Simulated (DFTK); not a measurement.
The system is Ge.

```
Ge
1.0
     0.00000    2.82891    2.82891
     2.82891    0.00000    2.82891
     2.82891    2.82891    0.00000
Ge
2
Direct
  0.75000 0.75000 0.75000
  0.50000 0.50000 0.50000
```

Base run:

```yaml
Program: DFTK 0.8.2
Functional: PBE
Potentials_or_basis: cp2k.nc.sr.pbe.v0_1.largecore.gth (PBE, GTH)
Cutoff: 599 eV
k_mesh: 8 × 8 × 8
Occupations: fermi-dirac, width 0.05 eV
Spin: no spin polarisation
```

Its results: band gap on the k mesh 0.07 eV, direct; pressure 3.4 GPa.

Question: The run is repeated on the same cell with these changes: functional from PBE to LDA; potentials or basis from cp2k.nc.sr.pbe.v0_1.largecore.gth (PBE, GTH) to cp2k.nc.sr.lda.v0_1.largecore.gth (LDA, GTH); cutoff from 599 eV to 544 eV. What comes out?

Answer: Band gap on the k mesh none (metal or under the smearing width); pressure -3.0 GPa.

Caveats: GTH potentials come without recommended cutoffs, and this one wasn't checked for convergence; this crystal is a semiconductor, whose small gap the functional closes, so the metal is an error of the method (some runs).
